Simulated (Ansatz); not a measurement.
Crystal: AlNi.

```
Ni Al
1.0
     2.88100    0.00000    0.00000
     0.00000    2.88100    0.00000
     0.00000    0.00000    2.88100
Ni Al
1 1
Cartesian
  1.4405 1.4405 1.4405
  0.0000 0.0000 0.0000
```

Base run:

```yaml
Program: Ansatz 0.2.0
Functional: revPBE
Potentials_or_basis: Ansatz PAW
Cutoff: "420 eV (not typed: the program's choice for these potentials)"
k_mesh: 9 × 9 × 9
Occupations: fermi-dirac, width 0.05 eV
Spin: collinear spin, ferromagnetic start
Starting_moments: "[1.0, 0.0] μB"
```

Its results: band gap on the k mesh none (metal or under the smearing width); pressure 4.8 GPa; net moment 0.00 μB per cell.

**Question.** After a change of settings the same cell gave: band gap on the k mesh none (metal or under the smearing width); pressure 2.0 GPa; net moment 0.00 μB per cell. Which change was it?
A. functional from revPBE to LDA
B. functional from revPBE to PBE
C. functional from revPBE to RPBE
D. functional from revPBE to BLYP

**Answer.** B.

PBE binds more tightly than revPBE, so the same cell stands under less pressure.

Caveats: the starting moments weren't kept; the PAW data sets come from PBE, with cores solved anew for the run's functional, which leaves a small shift of forces and pressure (some runs).
